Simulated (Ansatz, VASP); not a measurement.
## One calculation of InAs, two programs

INCAR

```
SYSTEM = InAs
ALGO = Normal ; EDIFF = 1E-6
ENCUT = 520 ; GGA = CA
ISIF = 2 ; ISMEAR = 0
LASPH = .TRUE. ; LCHARG = .FALSE.
LREAL = .FALSE. ; LWAVE = .FALSE.
NBANDS = 16 ; NELM = 100
PREC = Accurate ; SIGMA = 0.1
```

File KPOINTS:

```
k-points
0
G
  12 12 12
  0 0 0
```

Contents of POSCAR:

```
InAs
1.0
    0.0000000000      3.0130177026      3.0130177026
    3.0130177026      0.0000000000      3.0130177026
    3.0130177026      3.0130177026      0.0000000000
In As
1 1
Direct
    0.0000000000      0.0000000000      0.0000000000
    0.2500000000      0.2500000000      0.2500000000
```

Input for Ansatz:

```yaml
crystal:
  lattice:
    - [0.0, 3.0130177026, 3.0130177026]
    - [3.0130177026, 0.0, 3.0130177026]
    - [3.0130177026, 3.0130177026, 0.0]
  atoms:
    - { symbol: In, position: [0.0, 0.0, 0.0] }
    - { symbol: As, position: [0.25, 0.25, 0.25] }
basis:
  ecutwfc: 420
kpoints:
  mp_grid: { grid: [12, 12, 12] }
  band_path:
    path:
      - [[0.0, 0.0, 0.0], [-0.5, -0.5, 0.0], [-0.375, -0.375, 0.25]]
      - [[-0.375, 0.0, 0.375], [0.0, 0.0, 0.0], [0.0, 0.0, 0.5], [-0.5, -0.25, 0.25], [-0.5, -0.5, 0.0]]
    npoints: 10
hamiltonian:
  xc: lda
scf:
  occupations: { method: gaussian, width: 0.1 }
  n_extra_bands: 7
output:
  forces: true
  stress: true
  eigenvalues: true
  dos: { projected: false, de: 0.02, nscf_kmesh: { grid: [18, 18, 18] } }
  write_density: true
  write_potential: true
  elf: true
  volumetric_format: npy
```

Alike in both runs: task single point; functional LDA; k mesh 12 × 12 × 12; occupations gaussian, width 0.1 eV; no spin polarisation.

```csv
,VASP,Ansatz
version,VASP 6.6.1,Ansatz 0.2.0
potentials or method,"VASP PAW LDA potentials, release 64 (In_d, As)","scalar-relativistic, plane waves, PAW"
plane-wave cutoff (eV),520,420
valence electrons in the cell,18,28
```

VASP gave:

* gap on the k mesh at the Fermi level (eV): none
* pressure (GPa): 0.1

Question: What did Ansatz give for the same quantities?

Answer: gap on the k mesh at the Fermi level (eV): none; pressure (GPa): 0.0.

A gap of «none» marks a metal or a gap that the smearing closes. The two sets of potentials don't hold the same shells in valence.
